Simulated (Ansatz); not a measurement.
**ZnS: a sublattice moved along a line**

The calculation used DFT r2SCAN, scalar-relativistic, plane waves, PAW (Ansatz). Settings: plane waves to 500 eV, k-mesh 6×6×4 (Γ-centred), Gaussian smearing 0.05 eV. No spin polarisation. Energies are free energies at this smearing, counted from the undisturbed cell; pressure is positive in compression.

Zero of the scan (as given, not relaxed at this level; it stands at 0.1 GPa):

```yaml
crystal:
  lattice:
    - [3.81100, 0.00000, 0.00000]
    - [-1.90550, 3.30042, 0.00000]
    - [0.00000, 0.00000, 6.23400]
  atoms:
    - { symbol: Zn, position: [0.33333, 0.66667, 0.00000] }
    - { symbol: Zn, position: [0.66667, 0.33333, 0.50000] }
    - { symbol: S, position: [0.33333, 0.66667, 0.38500] }
    - { symbol: S, position: [0.66667, 0.33333, 0.88500] }
```

Every S atom is moved by x along the Cartesian unit vector (-0.823, -0.475, 0.310); the cell and all other atoms stay fixed.

```csv
x (Å),ΔE (meV/cell),force along x on the moved atoms (eV/Å),pressure (GPa),gap on the mesh (eV)
-0.3000,469.2,3.20,2.7,2.72
-0.2250,?,2.41,1.6,?
-0.1500,108.7,1.59,0.7,2.75
-0.0750,20.9,0.74,0.2,2.79
0.0000,0.0,-0.20,0.1,2.82
0.0750,53.3,-1.25,0.5,2.80
0.1500,191.4,-2.47,1.3,2.79
0.2250,?,?,2.6,2.79
0.2625,591.0,-4.75,3.5,2.79
0.3000,786.1,-5.68,?,?
```

Task: Give the withheld values.

Result: ΔE (meV/cell) at x (Å) = -0.2250: 258.9; gap on the mesh (eV) at x (Å) = -0.2250: 2.73; ΔE (meV/cell) at x (Å) = 0.2250: 428.9; force along x on the moved atoms (eV/Å) at x (Å) = 0.2250: -3.91; pressure (GPa) at x (Å) = 0.3000: 4.6; gap on the mesh (eV) at x (Å) = 0.3000: 2.80.